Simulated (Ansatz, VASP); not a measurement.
**HfB: VASP beside Ansatz**

```
CELL_PARAMETERS angstrom
0.00000 2.31000 2.31000
2.31000 0.00000 2.31000
2.31000 2.31000 0.00000
ATOMIC_POSITIONS crystal
Hf 0.50000 0.50000 0.50000
B 0.00000 0.00000 0.00000
```

Alike in both runs: task relaxation of cell and atoms; functional PBE; k mesh 5 × 5 × 5; no spin polarisation.

```csv
,VASP,Ansatz
version,VASP 6.6.1,Ansatz 0.2.0
potentials or method,"VASP PAW PBE potentials, release 64 (Hf_pv, B)","plane waves, PAW"
plane-wave cutoff (eV),600,530
occupations,"methfessel-paxton of order 1, width 0.1 eV",cold
valence electrons in the cell,13,29
```

```csv
,VASP,Ansatz,Ansatz less VASP
relaxed volume (Å³/atom),14.17,14.15,-0.021
relaxed cell length with the largest relative difference (Å),3.422,3.420,-0.0017
energy change over the relaxation (meV/atom),-161,-156,+4.6
```

The two sets of potentials don't hold the same shells in valence.

Caveats: the k mesh is coarse (spacing up to 0.47 Å⁻¹), so the values aren't converged; the volume moved by +15 % from the deposited cell, more than functionals usually miss. Zero-point motion and thermal expansion aren't in these numbers. PBE usually gives volumes a little too large and moduli too small.
